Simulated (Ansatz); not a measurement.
# TaN: moving Ta off its site

TaN, Fm-3m, a = 4.376 Å. This isn't the usual stable structure of the compound. Ansatz: PBEsol, PAW, 420 eV, Γ-centred 24×24×24 mesh on 2 atoms, Gaussian smearing 0.15 eV; no spin polarisation.

```
CELL_PARAMETERS angstrom
0.00000 2.18784 2.18784
2.18784 0.00000 2.18784
2.18784 2.18784 0.00000
ATOMIC_POSITIONS crystal
Ta 0.50000 0.50000 0.50000
N 0.00000 0.00000 0.00000
```

Atom 1 (Ta) moves by x along the unit vector (0.000, 0.000, 1.000), with its periodic images; all else is held. y is the free energy of the cell over the start, F the force along the path summed over the moved atoms. Symmetry makes y even in x.

```
  x (Å) y (meV) F (eV/Å)
-0.3000    487.8      4.02
-0.1500    100.4      1.45
 0.0000      0.0      0.00
 0.0750        ?         ?
 0.2250    246.9     -2.50
 0.2625    353.1     -3.19
```

Fit y = c2 x² + c4 x⁴ to the energies of the other rows, give the force constant, and predict energy and force of the missing row.

Least squares on the rows shown. y = 4163.5 x² + 13965 x⁴. The force constant is 2 c2 = 8.33 eV/Å² (for all images moving together, not for a lone atom). With two atoms in a cubic cell this is the optical mode at Γ (in a metal it hangs on mesh and smearing): ω = 521.5 √(2 c2/μ) = 417 cm⁻¹ for μ = 13.00 u. The force −dy/dx at the missing row is -0.65 eV/Å (computed -0.64). At x = 0.0750 the fit asked for gives 23.9 meV. The run gave 23.3 meV, so the fit is 0.6 meV too high, a small miss on the scale of the series.

Spin–orbit coupling is left out, which can shift energies with elements as heavy as these.

Cost: 6 runs of about 3.1 core-minutes in all, on Arm Neoverse V1 (shared hosts).